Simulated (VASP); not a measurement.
A run of VASP 6.6.1 is set up as follows.

The input INCAR:

```
PREC     = Accurate       # precision mode
ENCUT    = 520            # plane-wave cutoff, eV
EDIFF    = 1E-6           # SCF threshold, eV
ISMEAR   = 0              # smearing method
SIGMA    = 0.02           # smearing width, eV
LREAL    = F              # projectors in reciprocal space
LASPH    = T              # aspherical terms in the spheres
NELM     = 100            # most SCF steps
ALGO     = Normal         # electronic algorithm
ISIF     = 2              # what is computed and relaxed
LWAVE    = F              # write WAVECAR
LCHARG   = T              # write CHGCAR
GGA      = PS             # functional
LELF     = T              # ELF
LVHAR    = T            
NBANDS   = 17             # bands
```

KPOINTS

```
Automatic mesh
0
Gamma
  9 9 9
```

Contents of POSCAR:

```
LiHF2
1.0
    1.6034274526      0.9257392714      4.2388612066
   -1.6034274526      0.9257392714      4.2388612066
    0.0000000000     -1.8514785428      4.2388612066
Li H F
1 1 2
Direct
    0.0000000000      0.0000000000      0.0000000000
    0.5000000000      0.5000000000      0.5000000000
    0.3998379465      0.3998379465      0.3998379465
    0.6001620535      0.6001620535      0.6001620535
```

Potentials or basis: VASP PAW PBE potentials, release 64 (Li_sv, H, F).

The run is started by

```bash
$ cat potpaw_PBE.64/Li_sv/POTCAR potpaw_PBE.64/H/POTCAR potpaw_PBE.64/F/POTCAR > POTCAR
$ mpirun -np 1 vasp_std > vasp.out
```

Question: What does it give for the largest force?

Answer: 2.975 eV/Å.

Question: Estimate the band gap on the k mesh.

Answer: 6.84 eV, indirect (least direct gap 7.05 eV).

Forces in eV/Å, atoms in the order of the input:
```
Li   0.000  0.000  0.000
H    0.000  0.000  0.000
F    0.000  0.000  2.975
F    0.000  0.000 -2.975
```

Caveat: the PAW data sets were made with another functional, which shifts forces and pressure a little; an odd mesh through Γ misses points on the zone boundary, where band edges often lie.
